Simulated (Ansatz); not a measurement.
# CdS: the cost of one run

Computed with the Python package of Ansatz 0.2.0. Level of theory: DFT PBEsol, plane waves, PAW.

**1. Starting point**

It takes space group P3m1 (No. 156, trigonal). Conventional cell: a = 4.261 Å, b = 4.261 Å, c = 5.804 Å, α = 90.00°, β = 90.00°, γ = 120.00°. Around Cd (site symmetry 3m) lie 3 S at 2.46 Å. Around S (site symmetry 3m) lie 3 Cd at 2.46 Å.

No structure file is read: the coordinates are typed or built in the script.

**2. Script**

Input file kconv_cds.py:

```python
from dataclasses import dataclass

import ansatz as az
import numpy as np


@dataclass(frozen=True)
class Settings:
    xc: str = "pbesol"
    smearing: str = "fixed"


cfg = Settings()

vectors = np.array([
    [4.26116959, 0.0, 0.0],
    [-2.13058479, 3.69028111, 0.0],
    [0.0, 0.0, 5.80417294],
])
system = (
    az.Lattice.of(vectors)
    .atom("Cd", (0.0, 0.0, 0.44269192))
    .atom("S", (2 / 3, 1 / 3, 0.43430808))
)

setup = (
    system.calculation()
    .functional(cfg.xc)
    .pseudopotentials("paw")
    .occupations(cfg.smearing)
)

rows = []
for value in [(3, 3, 2), (6, 6, 4), (12, 12, 6)]:
    r = setup.kpoints(*value).run(threads=1).report
    rows.append((value, r["free_energy_ev"] / len(r["lattice"]["sites"]), r["n_iterations"], r["n_kpoints"]))

print("        mesh   F/atom (eV)    iterations      k-points")
for row in rows:
    print(f"{str(row[0]):>12s}  {row[1]:12.5f}  {row[2]:12d}  {row[3]:12d}")

for row in rows[:-1]:
    shift = 1000 * (row[1] - rows[-1][1])
    print(f"{row[0]}: {shift:+.2f} meV/atom" + ("  (within 2 meV)" if abs(shift) < 2 else ""))
```

**3. The calls as engine input**

The engine receives this input (first run):

```yaml
crystal:
  lattice:
    - [4.26116959, 0.0, 0.0]
    - [-2.13058479, 3.69028111, 0.0]
    - [0.0, 0.0, 5.80417294]
  atoms:
    - { symbol: Cd, position: [0.0, 0.0, 0.44269192] }
    - { symbol: S, position: [0.6666666666666666, 0.3333333333333333, 0.43430808] }
kpoints:
  mp_grid:
    grid: [3, 3, 2]
hamiltonian:
  xc: pbesol
  pseudopotentials:
    kind: paw
scf:
  occupations:
    method: fixed
```

**4. Launch**

Command:

```console
$ python kconv_cds.py
```

What time and memory should one allow on 1 thread of Arm Neoverse V2, shared host?

About 15 s, with a peak of 0.49 GiB.
